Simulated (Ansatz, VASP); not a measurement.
## Ba: VASP beside Ansatz

INCAR

```
ALGO     = Normal         # electronic algorithm
EDIFF    = 1E-6           # SCF threshold, eV
ENCUT    = 520            # plane-wave cutoff, eV
GGA      = PE             # functional
ISIF     = 2              # what is computed and relaxed
ISMEAR   = 0              # smearing method
LASPH    = T              # aspherical terms in the spheres
LCHARG   = T              # write CHGCAR
LELF     = T              # ELF
LREAL    = F              # projectors in reciprocal space
LVHAR    = T            
LWAVE    = F              # write WAVECAR
NBANDS   = 17             # bands
NELM     = 100            # most SCF steps
PREC     = Accurate       # precision mode
SIGMA    = 0.15           # smearing width, eV
```

Contents of KPOINTS:

```
k-points
0
Gamma
  9 9 14
```

Contents of POSCAR:

```
Ba
1.0
    6.9960670735      0.0000000000      0.0000000000
   -3.4980335368      6.0587718122      0.0000000000
    0.0000000000      0.0000000000      3.9093935500
Ba
2
Direct
    0.3333333333      0.6666666667      0.5000000000
    0.6666666667      0.3333333333      0.5000000000
```

Input for Ansatz:

```yaml
crystal:
  lattice:
    - [6.9960670735, 0.0, 0.0]
    - [-3.4980335368, 6.0587718122, 0.0]
    - [0.0, 0.0, 3.90939355]
  atoms:
    - { symbol: Ba, position: [0.3333333333, 0.6666666667, 0.5] }
    - { symbol: Ba, position: [0.6666666667, 0.3333333333, 0.5] }
basis:
  ecutwfc: 420
kpoints:
  mp_grid: { grid: [9, 9, 14] }
hamiltonian:
  xc: pbe
scf:
  occupations: { method: gaussian, width: 0.15 }
output:
  forces: true
  stress: true
  eigenvalues: true
```

This isn't the form of Ba at room conditions, which is bcc.

Alike in both runs: task single point; functional PBE; k mesh 9 × 9 × 14; occupations gaussian, width 0.15 eV; no spin polarisation.

```csv
,VASP,Ansatz
version,VASP 6.6.1,Ansatz 0.2.0
potentials or method,"VASP PAW PBE potentials, release 64 (Ba_sv)","scalar-relativistic, plane waves, PAW"
plane-wave cutoff (eV),520,420
valence electrons in the cell,20,20
```

|  | VASP | Ansatz | Ansatz less VASP |
| --- | --- | --- | --- |
| gap on the k mesh at the Fermi level (eV) | none | none | - |
| pressure (GPa) | 0.3 | 0.2 | -0.06 |
| largest component of the traceless stress (GPa) | 0.12 | 0.15 | +0.025 |

A gap of «none» marks a metal or a gap that the smearing closes.

The runs have no spin-orbit coupling, so splittings on Ba are missing.
